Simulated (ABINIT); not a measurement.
# BAs (F-43m) in ABINIT: further runs, part 2 of 2

ABINIT 10.8.3 (patched build). Earlier steps stand in the parts before.

## (3) Band structure, PBE

File run.abi:

```
# Datasets: ground state, then fixed potential
ndtset 2

# Pseudopotentials
pp_dirpath "./"
pseudos "As.upf, B.upf"

# Structure
acell 3.3778490937 3.3778490937 3.3778490937 Angstrom
rprim
     0.0000000000     0.7071067812     0.7071067812
     0.7071067812     0.0000000000     0.7071067812
     0.7071067812     0.7071067812     0.0000000000
ntypat 2
znucl 33 5
natom 2
typat 1 2
xred
     0.7500000000     0.7500000000     0.7500000000
     0.0000000000     0.0000000000     0.0000000000

# Plane-wave basis
ecut 42.0

# Exchange and correlation
ixc 11

# Bands and occupations
occopt 3
tsmear 0.00183747

# SCF cycle
nstep 100

# Output
iomode 3
prtwf 0
prteig 0
prtebands 0
prtden1 1

# Dataset 1
kptopt1 1
ngkpt1 10 10 10
nshiftk1 1
shiftk1 0.0 0.0 0.0
nband1 13
tolvrs1 1.0e-10

# Dataset 2: bands along G-X-W-K-G-L-U-W-L-K
iscf2 -2
getden2 1
nband2 17
nbdbuf2 2
tolwfr2 1.0e-12
kptopt2 -9
ndivsm2 5
prteig2 1
prtvol2 -3
kptbounds2
     0.0000000000     0.0000000000     0.0000000000
     0.5000000000     0.0000000000     0.5000000000
     0.5000000000     0.2500000000     0.7500000000
     0.3750000000     0.3750000000     0.7500000000
     0.0000000000     0.0000000000     0.0000000000
     0.5000000000     0.5000000000     0.5000000000
     0.6250000000     0.2500000000     0.6250000000
     0.5000000000     0.2500000000     0.7500000000
     0.5000000000     0.5000000000     0.5000000000
     0.3750000000     0.3750000000     0.7500000000
```

Potentials or basis: PseudoDojo NC SR PBE v0.5 standard.

Command:

```sh
> abinit run.abi > log 2>&1
```

Wall time 95 s (1 thread of Arm Neoverse V2, shared host); peak memory 0.12 GiB.

The run converged. Its results:

* Free energy: -2966.2980 eV
* Pressure: 2.7 GPa
* Band gap on the k mesh: 1.20 eV, indirect (least direct gap 3.29 eV)
* Band gap along the path: 1.20 eV, indirect (least direct gap 3.29 eV)
* Valence electrons inside the program's atomic spheres: As 12.48; B 2.57

Levels at the corners of the path, in eV from the valence-band top:
| point | band 7 | band 8 | band 9 | band 10 | band 11 | band 12 |
| --- | --- | --- | --- | --- | --- | --- |
| Γ | 0.00 | 0.00 | 0.00 | 3.29 | 3.29 | 3.29 |
| X | -8.51 | -4.07 | -4.07 | 1.45 | 1.46 | 11.39 |
| W | -8.05 | -5.48 | -5.18 | 5.28 | 5.95 | 6.83 |
| K | -8.13 | -5.94 | -3.48 | 2.06 | 5.57 | 9.24 |
| Γ | 0.00 | 0.00 | 0.00 | 3.29 | 3.29 | 3.29 |
| L | -8.77 | -1.82 | -1.82 | 2.70 | 4.81 | 4.81 |
| U | -8.13 | -5.94 | -3.48 | 2.06 | 5.57 | 9.24 |
| W | -8.05 | -5.48 | -5.18 | 5.28 | 5.95 | 6.83 |
| L | -8.77 | -1.82 | -1.82 | 2.70 | 4.81 | 4.81 |
| K | -8.13 | -5.94 | -3.48 | 2.06 | 5.57 | 9.24 |

## (4) Equation of state, HCTH407

File run.abi:

```
ndtset 7
getwfk -1
scalecart1 3*0.9795861087
scalecart2 3*0.9864848297
scalecart3 3*0.9932883884
scalecart4 3*1.0000000000
scalecart5 3*1.0066227096
scalecart6 3*1.0131594038
scalecart7 3*1.0196128224

pp_dirpath "./"
pseudos "As.GGA_PBE-JTH_sp.xml, B.GGA_PBE-JTH.xml"

acell 3*1.0 Angstrom
rprim
     0.0000000000     2.3885000000     2.3885000000
     2.3885000000     0.0000000000     2.3885000000
     2.3885000000     2.3885000000     0.0000000000
ntypat 2
znucl 33 5
natom 2
typat 1 2
xred
     0.7500000000     0.7500000000     0.7500000000
     0.0000000000     0.0000000000     0.0000000000

ecut 15.0
pawecutdg 30.0

kptopt 1
ngkpt 10 10 10
nshiftk 1
shiftk 0.0 0.0 0.0

ixc 27

nband 8
occopt 3
tsmear 0.00183747

nstep 100
tolvrs 1.0e-9

iomode 3
prtwf 1
prtden 0
prteig 0
prtebands 0
enunit 2
```

Potentials or basis: JTH PAW PBE v2.0 sp.

Command:

```sh
> abinit run.abi > log 2>&1
```

It took 45 s on 1 thread of Arm Neoverse V2, shared host; peak memory 0.12 GiB.

It converged, with:

```yaml
Equilibrium_volume: 13.90 Å³/atom
Bulk_modulus: 129 GPa
Pressure_derivative_of_the_bulk_modulus: "3.8 (rough: it moves with the points fitted)"
```

Energy against volume, from the lowest point:
| volume (Å³/atom) | energy (meV/atom) |
| --- | --- |
| 12.809 | 39.61 |
| 13.081 | 21.65 |
| 13.354 | 9.31 |
| 13.626 | 2.27 |
| 13.899 | 0.00 |
| 14.171 | 2.04 |
| 14.444 | 7.96 |

Caveat: pressures at fixed basis lie under the slope of the energies; the PAW data sets were made with another functional, which shifts forces and pressure a little; this set keeps more shells in the core, which shifts pressures and gaps.

## (5) Band structure, rPW86PBE

File run.abi:

```
# Datasets: ground state, then fixed potential
ndtset 2

# Pseudopotentials
pp_dirpath "./"
pseudos "As.GGA_PBE-JTH.xml, B.GGA_PBE-JTH.xml"

# Structure
acell 3*1.0
rprim
     0.0000000000     4.5136108487     4.5136108487
     4.5136108487     0.0000000000     4.5136108487
     4.5136108487     4.5136108487     0.0000000000
ntypat 2
znucl 33 5
natom 2
typat 1 2
xcart
     3.5827500000     3.5827500000     3.5827500000
     0.0000000000     0.0000000000     0.0000000000 Angstrom

# Plane-wave basis
ecut 15.0
pawecutdg 30.0

# Exchange and correlation
ixc -144130

# Bands and occupations
occopt 3
tsmear 0.05 eV

# SCF cycle
nstep 100

# Output
iomode 3
prtwf 0
prteig 0
prtebands 0
enunit 1
prtden1 1

# Dataset 1
kptopt1 1
ngkpt1 10 10 10
nshiftk1 1
shiftk1 0.0 0.0 0.0
nband1 13
tolvrs1 1.0e-9

# Dataset 2: bands along G-X-W-K-G-L-U-W-L-K
iscf2 -2
getden2 1
nband2 17
nbdbuf2 2
tolwfr2 1.0e-12
kptopt2 -9
ndivsm2 5
prteig2 1
prtvol2 -3
kptbounds2
     0.0000000000     0.0000000000     0.0000000000
     0.5000000000     0.0000000000     0.5000000000
     0.5000000000     0.2500000000     0.7500000000
     0.3750000000     0.3750000000     0.7500000000
     0.0000000000     0.0000000000     0.0000000000
     0.5000000000     0.5000000000     0.5000000000
     0.6250000000     0.2500000000     0.6250000000
     0.5000000000     0.2500000000     0.7500000000
     0.5000000000     0.5000000000     0.5000000000
     0.3750000000     0.3750000000     0.7500000000
```

Potentials or basis: JTH PAW PBE v2.0.

Command:

```sh
> abinit run.abi > log 2>&1
```

It took 23 s on 1 thread of Arm Neoverse V2, shared host; peak memory 0.12 GiB.

The run converged. Its results:

- Free energy: -3176.6862 eV
- Pressure: 6.9 GPa
- Band gap on the k mesh: 1.33 eV, indirect (least direct gap 3.34 eV)
- Band gap along the path: 1.33 eV, indirect (least direct gap 3.34 eV)
- Valence electrons inside the program's atomic spheres: As 12.82; B 1.81

Levels at the corners of the path, in eV from the valence-band top:
```csv
point,band 5,band 6,band 7,band 8,band 9,band 10,band 11,band 12,band 13,band 14
Γ,-35.58,-15.36,0.00,0.00,0.00,3.34,3.34,3.34,4.58,9.80
X,-35.57,-11.24,-8.46,-4.02,-4.02,1.60,1.61,11.34,11.34,12.85
W,-35.58,-11.09,-8.01,-5.38,-5.09,5.38,5.91,6.99,7.10,12.33
K,-35.58,-11.29,-8.08,-5.83,-3.44,2.20,5.63,9.23,9.77,10.70
Γ,-35.58,-15.36,0.00,0.00,0.00,3.34,3.34,3.34,4.58,9.80
L,-35.58,-12.53,-8.68,-1.80,-1.80,2.71,4.90,4.90,9.04,12.80
U,-35.58,-11.29,-8.08,-5.83,-3.44,2.20,5.63,9.23,9.77,10.70
W,-35.58,-11.09,-8.01,-5.38,-5.09,5.38,5.91,6.99,7.10,12.33
L,-35.58,-12.53,-8.68,-1.80,-1.80,2.71,4.90,4.90,9.04,12.80
K,-35.58,-11.29,-8.08,-5.83,-3.44,2.20,5.63,9.23,9.77,10.70
```

Caveat: the PAW data sets were made with another functional, which shifts forces and pressure a little.

## (6) Band structure, BLYP

File run.abi:

```
ndtset 2

pp_dirpath "./"
pseudos "As.GGA_PBE-JTH_sp.xml, B.GGA_PBE-JTH.xml"

acell 6.3832096775 6.3832096775 6.3832096775
rprim
     0.0000000000     0.7071067812     0.7071067812
     0.7071067812     0.0000000000     0.7071067812
     0.7071067812     0.7071067812     0.0000000000
ntypat 2
znucl 33 5
natom 2
typat 1 2
xred
     0.7500000000     0.7500000000     0.7500000000
     0.0000000000     0.0000000000     0.0000000000

ecut 15.0
pawecutdg 30.0

ixc -106131

occopt 3
tsmear 0.00183747

nstep 100

iomode 3
prtwf 0
prteig 0
prtebands 0
prtden1 1
prtvha1 1
prtvclmb1 1
prtpot1 1

kptopt1 1
ngkpt1 10 10 10
nshiftk1 1
shiftk1 0.0 0.0 0.0
nband1 8
tolvrs1 1.0e-9

iscf2 -2
getden2 1
nband2 12
nbdbuf2 2
tolwfr2 1.0e-12
kptopt2 -9
ndivsm2 6
prteig2 1
kptbounds2
     0.0000000000     0.0000000000     0.0000000000
     0.5000000000     0.0000000000     0.5000000000
     0.5000000000     0.2500000000     0.7500000000
     0.3750000000     0.3750000000     0.7500000000
     0.0000000000     0.0000000000     0.0000000000
     0.5000000000     0.5000000000     0.5000000000
     0.6250000000     0.2500000000     0.6250000000
     0.5000000000     0.2500000000     0.7500000000
     0.5000000000     0.5000000000     0.5000000000
     0.3750000000     0.3750000000     0.7500000000
```

Potentials or basis: JTH PAW PBE v2.0 sp.

Command:

```sh
> abinit run.abi > log 2>&1
```

Wall time 13 s (1 thread of Arm Neoverse V2, shared host); peak memory 0.12 GiB.

Results (log left out):

| Property | Result |
| --- | --- |
| Free energy | -251.6242 eV |
| Pressure | 8.6 GPa |
| Band gap on the k mesh | 1.41 eV, indirect (least direct gap 3.40 eV) |
| Band gap along the path | 1.42 eV, indirect (least direct gap 3.40 eV) |
| Valence electrons inside the program's atomic spheres | As 2.87; B 1.81 |

Levels at the corners of the path, in eV from the valence-band top:
| point | band 1 | band 2 | band 3 | band 4 | band 5 | band 6 | band 7 | band 8 |
| --- | --- | --- | --- | --- | --- | --- | --- | --- |
| Γ | -15.31 | 0.00 | 0.00 | 0.00 | 3.40 | 3.40 | 3.40 | 4.71 |
| X | -11.24 | -8.41 | -3.99 | -3.99 | 1.68 | 1.70 | 11.42 | 11.42 |
| W | -11.09 | -7.98 | -5.34 | -5.06 | 5.53 | 6.07 | 7.11 | 7.20 |
| K | -11.28 | -8.05 | -5.79 | -3.41 | 2.29 | 5.77 | 9.36 | 9.89 |
| Γ | -15.31 | 0.00 | 0.00 | 0.00 | 3.40 | 3.40 | 3.40 | 4.71 |
| L | -12.52 | -8.63 | -1.78 | -1.78 | 2.80 | 4.98 | 4.98 | 9.31 |
| U | -11.28 | -8.05 | -5.79 | -3.41 | 2.29 | 5.77 | 9.36 | 9.89 |
| W | -11.09 | -7.98 | -5.34 | -5.06 | 5.53 | 6.07 | 7.11 | 7.20 |
| L | -12.52 | -8.63 | -1.78 | -1.78 | 2.80 | 4.98 | 4.98 | 9.31 |
| K | -11.28 | -8.05 | -5.79 | -3.41 | 2.29 | 5.77 | 9.36 | 9.89 |

Caveat: the PAW data sets were made with another functional, which shifts forces and pressure a little; this set keeps more shells in the core, which shifts pressures and gaps. As with any semilocal functional, this BLYP gap is likely too small.

## (7) Overview

| task | level | potentials or basis | spin | cutoff (eV) | fine-grid cutoff | gap on the mesh (eV) | pressure (GPa) |
| --- | --- | --- | --- | --- | --- | --- | --- |
| band structure | LDA-PZ | JTH PAW LDA v2.0 | SOC, no magnetisation | 408 | 816.342 eV | 1.06 | -3.9 |
| band structure | PBE | PseudoDojo NC SR PBE v0.5 standard | off | 1143 | - | 1.20 | 2.7 |
| equation of state | HCTH407 | JTH PAW PBE v2.0 sp | off | 408 | 816.342 eV | - | - |
| band structure | rPW86PBE | JTH PAW PBE v2.0 | off | 408 | 816.342 eV | 1.33 | 6.9 |
| band structure | BLYP | JTH PAW PBE v2.0 sp | off | 408 | 816.342 eV | 1.41 | 8.6 |

Alike in all rows: cell as given; k mesh 10 × 10 × 10; smearing fermi-dirac 0.05 eV.

Caveats: the PAW data sets were made with another functional, which shifts forces and pressure a little (some runs); this set keeps more shells in the core, which shifts pressures and gaps (some runs); pressures at fixed basis lie under the slope of the energies (some runs).

Absolute energies hang on the potentials; compare differences alone.

## (8) Against experiment

Step 4. Measured bulk modulus of BAs: 148 GPa (quoted in “Basic Physical Properties of Cubic Boron Arsenide”, 2019, arxiv:1911.11281). This calculation gives 129 GPa (-12.6 %). The fit is for a static lattice scaled at fixed shape and fixed fractional positions.
